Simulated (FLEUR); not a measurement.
# Sb (Fm-3m) in FLEUR: convergence with Kmax

Aim: find how far Kmax must go before the results for Sb settle, at PBE. This setting moves, with any that are tied to it; all else stays.

Program: FLEUR MaX-R8.1 (later development tree). These are calculated values, not measurements. Logs are shortened: lines on timing, memory, paths and dates and some standing lists are left out, and cuts for length are marked.

**1. The structure**

The structure is cubic, space group Fm-3m (No. 225). The conventional cell has a = 4.742 Å, b = 4.742 Å, c = 4.742 Å, α = 90.00°, β = 90.00°, γ = 90.00°. Sb (site symmetry m-3m) has 12 Sb at 3.35 Å as nearest neighbours.

This isn't the form of Sb at room conditions, which is rhombohedral.

**2. With Kmax 2.6**

Input file inp.xml:

```xml
<?xml version="1.0" encoding="UTF-8" standalone="no"?>
<fleurInput fleurInputVersion="0.39">
   <comment>
      Sb                                                                                                  
   </comment>
   <calculationSetup>
      <cutoffs Kmax="2.6" Gmax="16.5" GmaxXC="16.5" numbands="0"/>
      <scfLoop itmax="60" minDistance="0.00001" maxIterBroyd="15" imix="Anderson" alpha="0.05" precondParam="0.0" spinf="2.0" sdNocoIR="T"/>
      <coreElectrons ctail="T" frcor="F" kcrel="0" coretail_lmax="0"/>
      <xcFunctional name="pbe" relativisticCorrections="F"/>
      <magnetism jspins="1"/>
      <soc l_soc="F" theta="0.0" phi="0.0" spav="F"/>
      <expertModes spex="0" secvar="F"/>
      <geometryOptimization l_f="T" forcealpha="1.0" forcemix="BFGS" epsdisp="0.0005" epsforce="0.0002"/>
      <ldaU l_linMix="F" mixParam="0.05" spinf="1.0"/>
   </calculationSetup>
   <cell>
      <bzIntegration valenceElectrons="21.0" mode="hist" fermiSmearingEnergy="0.00183747">
         <kPointListSelection listName="default-1"/>
         <!-- k-points included here -->
         <xi:include xmlns:xi="http://www.w3.org/2001/XInclude" href="kpts.xml"> </xi:include>
      </bzIntegration>
      <!-- symmetry operations included here -->
      <xi:include xmlns:xi="http://www.w3.org/2001/XInclude" href="sym.xml"> </xi:include>
      <bulkLattice scale="1.0">
         <bravaisMatrix>
            <row-1>    0.0000000000000000     4.4809989408298998     4.4809989408298998</row-1>
            <row-2>    4.4809989408298998     0.0000000000000000     4.4809989408298998</row-2>
            <row-3>    4.4809989408298998     4.4809989408298998     0.0000000000000000</row-3>
         </bravaisMatrix>
      </bulkLattice>
   </cell>
   <atomSpecies>
      <species name="Antimony (Sb)" element="Sb" atomicNumber="51">
         <mtSphere radius="2.66" gridPoints="879" logIncrement="0.015"/>
         <atomicCutoffs lmax="10" lnonsphr="10"/>
         <electronConfig flipSpins="F">
            <coreConfig>(1s1/2) (2s1/2) (2p1/2) (2p3/2) (3s1/2) (3p1/2) (3p3/2) (4s1/2) (3d3/2) (3d5/2)</coreConfig>
            <valenceConfig>(4p1/2) (4p3/2) (5s1/2) (4d3/2) (4d5/2) (5p1/2) (5p3/2)</valenceConfig>
            <stateOccupation state="(5p1/2)" spinUp="0.500000" spinDown="0.500000"/>
            <stateOccupation state="(5p3/2)" spinUp="1.000000" spinDown="1.000000"/>
         </electronConfig>
         <energyParameters s="5" p="5" d="5" f="4"/>
         <lo type="SCLO" l="1" n="4" eDeriv="0"/>
         <lo type="SCLO" l="1" n="4" eDeriv="1"/>
         <lo type="SCLO" l="2" n="4" eDeriv="0"/>
         <lo type="SCLO" l="2" n="4" eDeriv="1"/>
         <lo type="SCLO" l="0" n="5" eDeriv="2"/>
         <lo type="SCLO" l="3" n="4" eDeriv="2"/>
      </species>
   </atomSpecies>
   <atomGroups>
      <atomGroup species="Antimony (Sb)">
         <relPos label="                   1">.0000000000 .0000000000 .0000000000</relPos>
         <force calculate="T" relaxXYZ="TTT"/>
      </atomGroup>
   </atomGroups>
   <output dos="F" band="F" slice="F">
      <checks vchk="F" cdinf="F"/>
      <bandDOS minEnergy="-.5*Htr" maxEnergy="0.5*Htr" sigma="0.015" storeEVData="T"/>
      <vacuumDOS vacdos="F" integ="F" star="F" nstars="0" locx1="0.0" locy1="0.0" locx2="0.0" locy2="0.0" nstm="0" tworkf="0.0"/>
      <unfoldingBand unfoldBand="F" supercellX="1" supercellY="1" supercellZ="1"/>
      <plotting iplot="0" polar="F">
         <plot TwoD="T" vec1="  1.0  0.0  0.0" vec2="  0.0  1.0  0.0" vec3="  0.0  0.0  1.0" zero="  0.0  0.0  0.0" file="plot"/>
      </plotting>
      <chargeDensitySlicing numkpt="0" minEigenval="0.0" maxEigenval="0.0" nnne="0" pallst="F"/>
      <specialOutput eonly="F"/>
      <moessbauerParams electricFieldGradient="T" isomerShift="T" coreHyperfine="T" valenceHyperfine="T"/>
      <magneticCircularDichroism mcd="F" energyLo="-10.0" energyUp="0.0"/>
   </output>
  <!-- We include the file relax.xml here to enable relaxations (see documentation) -->
  <xi:include xmlns:xi="http://www.w3.org/2001/XInclude" href="relax.xml"> <xi:fallback/> </xi:include>
</fleurInput>
```

Input file crystal.txt:

```
Sb
&input cartesian=F /
0.0000000000  2.3712425216  2.3712425216
2.3712425216  0.0000000000  2.3712425216
2.3712425216  2.3712425216  0.0000000000
1.8897261246
1.0 1.0 1.0

1
51 0.0000000000  0.0000000000  0.0000000000

&kpt div1=8 div2=8 div3=8 gamma=T /
```

Potentials or basis: all-electron, FLAPW.

Command:

```console
$ inpgen -f crystal.txt -profile fastHighL
$ # inp.xml edited to the form shown
$ fleur_MPI
```

It took 11 s on 1 thread of Arm Neoverse V2, shared host; peak memory 0.07 GiB.

Results:

```yaml
Free_energy: -176426.6456 eV
Band_gap_on_the_k_mesh: none (metal or under the smearing width)
Valence_electrons_inside_the_program's_atomic_spheres: Sb 19.02 (radii Sb 2.66 bohr)
```

**3. With Kmax 3**

Changes to inp.xml since step 2:

```diff
@@ -6,3 +6,3 @@
    <calculationSetup>
-      <cutoffs Kmax="2.6" Gmax="16.5" GmaxXC="16.5" numbands="0"/>
+      <cutoffs Kmax="3.0" Gmax="16.5" GmaxXC="16.5" numbands="0"/>
       <scfLoop itmax="60" minDistance="0.00001" maxIterBroyd="15" imix="Anderson" alpha="0.05" precondParam="0.0" spinf="2.0" sdNocoIR="T"/>
```

crystal.txt is that of step 2.

Potentials or basis: all-electron, FLAPW.

Command:

```console
$ inpgen -f crystal.txt -profile fastHighL
$ # inp.xml edited to the form shown
$ fleur_MPI
```

Wall time 12 s (1 thread of Arm Neoverse V2, shared host); peak memory 0.07 GiB.

What came out:

| Item | Value |
| --- | --- |
| Free energy | -176426.8865 eV |
| Band gap on the k mesh | none (metal or under the smearing width) |
| Valence electrons inside the program's atomic spheres | Sb 19.03 (radii Sb 2.66 bohr) |

**4. With Kmax 3.4**

Changes to inp.xml since step 3:

```diff
@@ -6,3 +6,3 @@
    <calculationSetup>
-      <cutoffs Kmax="3.0" Gmax="16.5" GmaxXC="16.5" numbands="0"/>
+      <cutoffs Kmax="3.4" Gmax="16.5" GmaxXC="16.5" numbands="0"/>
       <scfLoop itmax="60" minDistance="0.00001" maxIterBroyd="15" imix="Anderson" alpha="0.05" precondParam="0.0" spinf="2.0" sdNocoIR="T"/>
```

crystal.txt is that of step 3.

Command:

```console
$ inpgen -f crystal.txt -profile fastHighL
$ # inp.xml edited to the form shown
$ fleur_MPI
```

Wall time 13 s (1 thread of Arm Neoverse V2, shared host); peak memory 0.07 GiB.

Results:

```
Free energy                                           : -176426.9505 eV
Band gap on the k mesh                                : none (metal or under the smearing width)
Valence electrons inside the program's atomic spheres : Sb 19.03 (radii Sb 2.66 bohr)
```

**5. With Kmax 3.8**

Changes to inp.xml since step 4:

```diff
@@ -6,3 +6,3 @@
    <calculationSetup>
-      <cutoffs Kmax="3.4" Gmax="16.5" GmaxXC="16.5" numbands="0"/>
+      <cutoffs Kmax="3.8" Gmax="16.5" GmaxXC="16.5" numbands="0"/>
       <scfLoop itmax="60" minDistance="0.00001" maxIterBroyd="15" imix="Anderson" alpha="0.05" precondParam="0.0" spinf="2.0" sdNocoIR="T"/>
```

crystal.txt is that of step 4.

Command:

```console
$ inpgen -f crystal.txt -profile fastHighL
$ # inp.xml edited to the form shown
$ fleur_MPI
```

Run time: 16 s. Hardware: 1 thread of Arm Neoverse V2, shared host; peak memory 0.07 GiB.

What came out:

```
Free energy                                           : -176426.9647 eV
Band gap on the k mesh                                : none (metal or under the smearing width)
Valence electrons inside the program's atomic spheres : Sb 19.03 (radii Sb 2.66 bohr)
```

**6. With Kmax 4.2**

Changes to inp.xml since step 5:

```diff
@@ -6,3 +6,3 @@
    <calculationSetup>
-      <cutoffs Kmax="3.8" Gmax="16.5" GmaxXC="16.5" numbands="0"/>
+      <cutoffs Kmax="4.2" Gmax="16.5" GmaxXC="16.5" numbands="0"/>
       <scfLoop itmax="60" minDistance="0.00001" maxIterBroyd="15" imix="Anderson" alpha="0.05" precondParam="0.0" spinf="2.0" sdNocoIR="T"/>
```

crystal.txt is that of step 5.

Potentials or basis: all-electron, FLAPW.

Command:

```console
$ inpgen -f crystal.txt -profile fastHighL
$ # inp.xml edited to the form shown
$ fleur_MPI
```

It took 18 s on 1 thread of Arm Neoverse V2, shared host; peak memory 0.07 GiB.

Results:

- Free energy: -176426.9675 eV
- Band gap on the k mesh: none (metal or under the smearing width)
- Valence electrons inside the program's atomic spheres: Sb 19.03 (radii Sb 2.66 bohr)

**7. With Kmax 4.6**

Changes to inp.xml since step 6:

```diff
@@ -6,3 +6,3 @@
    <calculationSetup>
-      <cutoffs Kmax="4.2" Gmax="16.5" GmaxXC="16.5" numbands="0"/>
+      <cutoffs Kmax="4.6" Gmax="16.5" GmaxXC="16.5" numbands="0"/>
       <scfLoop itmax="60" minDistance="0.00001" maxIterBroyd="15" imix="Anderson" alpha="0.05" precondParam="0.0" spinf="2.0" sdNocoIR="T"/>
```

crystal.txt is that of step 6.

Command:

```console
$ inpgen -f crystal.txt -profile fastHighL
$ # inp.xml edited to the form shown
$ fleur_MPI
```

It took 24 s on 1 thread of Arm Neoverse V2, shared host; peak memory 0.07 GiB.

Results:

- Free energy: -176426.9680 eV
- Band gap on the k mesh: none (metal or under the smearing width)
- Valence electrons inside the program's atomic spheres: Sb 19.03 (radii Sb 2.66 bohr)

**8. With Kmax 5**

Changes to inp.xml since step 7:

```diff
@@ -6,3 +6,3 @@
    <calculationSetup>
-      <cutoffs Kmax="4.6" Gmax="16.5" GmaxXC="16.5" numbands="0"/>
+      <cutoffs Kmax="5.0" Gmax="16.5" GmaxXC="16.5" numbands="0"/>
       <scfLoop itmax="60" minDistance="0.00001" maxIterBroyd="15" imix="Anderson" alpha="0.05" precondParam="0.0" spinf="2.0" sdNocoIR="T"/>
```

crystal.txt is that of step 7.

Command:

```console
$ inpgen -f crystal.txt -profile fastHighL
$ # inp.xml edited to the form shown
$ fleur_MPI
```

It took 29 s on 1 thread of Arm Neoverse V2, shared host; peak memory 0.07 GiB.

What came out:

```yaml
Free_energy: -176426.9681 eV
Band_gap_on_the_k_mesh: none (metal or under the smearing width)
Valence_electrons_inside_the_program's_atomic_spheres: Sb 19.03 (radii Sb 2.66 bohr)
```

**9. With Kmax 5.5**

Changes to inp.xml since step 8:

```diff
@@ -6,3 +6,3 @@
    <calculationSetup>
-      <cutoffs Kmax="5.0" Gmax="16.5" GmaxXC="16.5" numbands="0"/>
+      <cutoffs Kmax="5.5" Gmax="16.5" GmaxXC="16.5" numbands="0"/>
       <scfLoop itmax="60" minDistance="0.00001" maxIterBroyd="15" imix="Anderson" alpha="0.05" precondParam="0.0" spinf="2.0" sdNocoIR="T"/>
```

crystal.txt is that of step 8.

Potentials or basis: all-electron, FLAPW.

Command:

```console
$ inpgen -f crystal.txt -profile fastHighL
$ # inp.xml edited to the form shown
$ fleur_MPI
```

The log of the run:

```text
Welcome to FLEUR        (www.flapw.de)
      MaX-Release 8.1          (www.max-centre.eu)

 ========== k-point set info ==========
 Selected k-point list: default-1
 k-point list type: mesh
 8 x 8 x 8
 Number of k points: 29

 ------------Calculation Setup---------------------------
 Number of MPI-tasks      :            1
 Number of PE/node        :            1
 Number of OMP-threads    :            1
 Most efficient MPI parallelization for:
           1          29
 Additional eigenvalue parallelization possible
 Number of basis functions:          573
 Approximate size of matrices (H+S) per k-point:         0.005 GB
 --------------------------------------------------------
 Iteration:     1   Distance:       4.59084813 me/bohr^3
 Iteration:     2   Distance:       4.30202133 me/bohr^3
 Iteration:     3   Distance:       1.20097261 me/bohr^3
 Iteration:     4   Distance:       0.12234006 me/bohr^3
 Iteration:     5   Distance:       0.11233335 me/bohr^3
 Iteration:     6   Distance:       0.00706092 me/bohr^3
 Iteration:     7   Distance:       0.00328684 me/bohr^3
 Iteration:     8   Distance:       0.00087106 me/bohr^3
 Iteration:     9   Distance:       0.00010614 me/bohr^3
 Iteration:    10   Distance:       0.00005925 me/bohr^3
 Iteration:    11   Distance:       0.00000253 me/bohr^3

 ********************************************************************
 Run finished successfully
 Stop message:
   Structural relaxation: Done
 ********************************************************************
```

out.xml (last iteration):

```text
<iteration numberForCurrentRun="   12" overallNumber="   12">
         <energyParameters units="Htr">
            <atomicEP atomType="1" spin="1" branch="5s" branchLowest="-4.98" branchHighest="0.54" value="-0.0195384598"/>
            <atomicEP atomType="1" spin="1" branch="5p" branchLowest="-3.25" branchHighest="1.16" value="0.2402986289"/>
            <atomicEP atomType="1" spin="1" branch="5d" branchLowest="-0.72" branchHighest="2.25" value="0.4668882329"/>
            <atomicEP atomType="1" spin="1" branch="4f" branchLowest="-9.99" branchHighest="1.72" value="0.6200438048"/>
            <loAtomicEP atomType="1" spin="1" branch="4p" branchLowest="-27.06" branchHighest="-3.25" value="-3.2578547857"/>
            <loAtomicEP atomType="1" spin="1" branch="4p" branchLowest="-27.06" branchHighest="-3.25" value="-3.2578547857"/>
            <loAtomicEP atomType="1" spin="1" branch="4d" branchLowest="-18.45" branchHighest="-0.72" value="-0.7394347205"/>
            <loAtomicEP atomType="1" spin="1" branch="4d" branchLowest="-18.45" branchHighest="-0.72" value="-0.7394347205"/>
            <loAtomicEP atomType="1" spin="1" branch="5s" branchLowest="-4.98" branchHighest="0.54" value="-0.0195384598"/>
            <loAtomicEP atomType="1" spin="1" branch="4f" branchLowest="-9.99" branchHighest="1.72" value="0.6200446549"/>
         </energyParameters>
         <eigenvalues>
            <eigenvaluesAt spin="1" ikpt="1" k_x="0.00000000" k_y="0.00000000" k_z="0.00000000">
                      -3.2479284081       -3.2479284081       -3.2479284081       -0.7433451859       -0.7433451859
                      -0.7433451859       -0.7419658756       -0.7419658756       -0.1433609619        0.5326029651
                       0.5326029651        0.5326029651        0.7081921325        0.7219212330        0.7219212330
                       0.7219212330        0.7794428295
            </eigenvaluesAt>
            <eigenvaluesAt spin="1" ikpt="2" k_x="0.00000000" k_y="0.00000000" k_z="0.12500000">
                      -3.2479363945       -3.2479298806       -3.2479298806       -0.7432890588       -0.7431267828
                      -0.7431267828       -0.7419343016       -0.7419343016       -0.1319009981        0.4430995753
                       0.5189750332        0.5189750332        0.6617819310        0.7452406919        0.7452406919
                       0.8023347612        0.8245925001
            </eigenvaluesAt>
            <eigenvaluesAt spin="1" ikpt="3" k_x="0.00000000" k_y="0.00000000" k_z="0.25000000">
                      -3.2479556756       -3.2479334360       -3.2479334360       -0.7431619911       -0.7429665365
                      -0.7429665365       -0.7414881425       -0.7414881425       -0.0979732494        0.3049517770
[... 17 lines left out ...]
            <spinDependentCharge spin="1" total="21.0000000" interstitial="1.9700573" mtSpheres="19.0299427"/>
            <totalCharge value="20.9999999999"/>
         </valenceDensity>
         <coreStates atomType="     1" atomicNumber=" 51" spin="1" kinEnergy="   6574.7890784516" eigValSum="  -3895.6325343740" lostElectrons=" 0.000023">
            <state n="1" l="0" j="0.5" energy="-1112.4922868356" weight="1.0000000000"/>
            <state n="2" l="0" j="0.5" energy="-168.8278670634" weight="1.0000000000"/>
            <state n="2" l="1" j="0.5" energy="-157.9099565337" weight="1.0000000000"/>
            <state n="2" l="1" j="1.5" energy="-148.6553072759" weight="2.0000000000"/>
            <state n="3" l="0" j="0.5" energy="-32.7099586970" weight="1.0000000000"/>
            <state n="3" l="1" j="0.5" energy="-28.2482186240" weight="1.0000000000"/>
            <state n="3" l="1" j="1.5" energy="-26.5404325923" weight="2.0000000000"/>
            <state n="4" l="0" j="0.5" energy="-4.9767622680" weight="1.0000000000"/>
            <state n="3" l="2" j="1.5" energy="-18.6649002875" weight="2.0000000000"/>
            <state n="3" l="2" j="2.5" energy="-18.3099789513" weight="3.0000000000"/>
         </coreStates>
         <allElectronCharges>
            <spinDependentCharge spin="1" total="51.0000000" interstitial="1.9700798" mtSpheres="49.0299202"/>
            <totalCharge value="50.9999999967"/>
         </allElectronCharges>
         <moessbauerParams unitsHFF="kG" unitsIS="e/bohr^3" unitsEFG="Htr/bohr^2">
            <coreIsomerShift atomType="1" isTotal="212646.86052">
               <shell n="1" l="0" isomerShift="184967.81251"/>
               <shell n="2" l="0" isomerShift="21848.97543"/>
               <shell n="2" l="1" isomerShift="550.51083"/>
               <shell n="3" l="0" isomerShift="4281.77453"/>
               <shell n="3" l="1" isomerShift="116.74448"/>
               <shell n="4" l="0" isomerShift="881.04272"/>
               <shell n="3" l="2" isomerShift="0.00002"/>
            </coreIsomerShift>
            <isomerShift atomType="1" nucleusRadius="0.0001171" averageDensity="212748.36071"/>
            <electricFieldGradient atomType="1" VXX="0.00000" VYY="0.00000" VZZ="0.00000" asymParam="0.00000">
            </electricFieldGradient>
         </moessbauerParams>
         <totalEnergy                                    value="    -6483.5711445848" units="Htr">
            <sumOfEigenvalues                            value="    -3921.8494997397">
               <coreElectrons value="-3895.6325343740"/>
               <valenceElectrons value="-26.2169653657"/>
            </sumOfEigenvalues>
            <densityCoulombPotentialIntegral value="-10539.5495709536"/>
            <densityEffectivePotentialIntegral value="-10762.3923955786"/>
            <chargeDenXCDenIntegral value="-170.7370881967"/>
            <FockExchangeEnergyValence value="0.0000000000"/>
            <FockExchangeEnergyCore value="0.0000000000"/>
            <atomTypeDependentContributions atomType="1">
               <electronNucleiInteractionDifferentMTs value="7857.2130619960"/>
               <MadelungTerm value="-26.3891047542"/>
            </atomTypeDependentContributions>
            <tkbTimesEntropy value="0.0003475759"/>
            <freeEnergy value="-6483.5714921607"/>
            <extrapolationTo0K value="-6483.5713183728"/>
         </totalEnergy>
         <totalForcesOnRepresentativeAtoms units="Htr/bohr">
            <forceTotal atomType="1" x="0.000000" y="0.000000" z="0.000000" F_x="0.00000000" F_y="0.00000000" F_z="0.00000000"/>
         </totalForcesOnRepresentativeAtoms>
      </iteration>
```

It took 41 s on 1 thread of Arm Neoverse V2, shared host; peak memory 0.07 GiB.

What came out:

| Quantity | Value |
| --- | --- |
| Free energy | -176426.9681 eV |
| Band gap on the k mesh | none (metal or under the smearing width) |
| Valence electrons inside the program's atomic spheres | Sb 19.03 (radii Sb 2.66 bohr) |

**10. Summary**

```
Kmax  energy less the tightest run, at zero smearing (meV/atom)  SCF cycles  CPU time (s)  peak memory (GiB)
 2.6                                                     322.54          12            11               0.07
   3                                                      81.62          12            12               0.07
 3.4                                                      17.60          12            13               0.07
 3.8                                                       3.42          12            16               0.07
 4.2                                                       0.59          12            18               0.07
 4.6                                                       0.08          12            24               0.07
   5                                                       0.01          12            29               0.07
 5.5                                                       0.00          12            41               0.07
```

Against the tightest run, the energy stays within 1 meV/atom from 4.2 on. The tightest run that finished is the yardstick and may itself not be fully converged.

Caveats: the cutoff is high for the widest sphere, where the basis turns nearly dependent and energies can drift low.
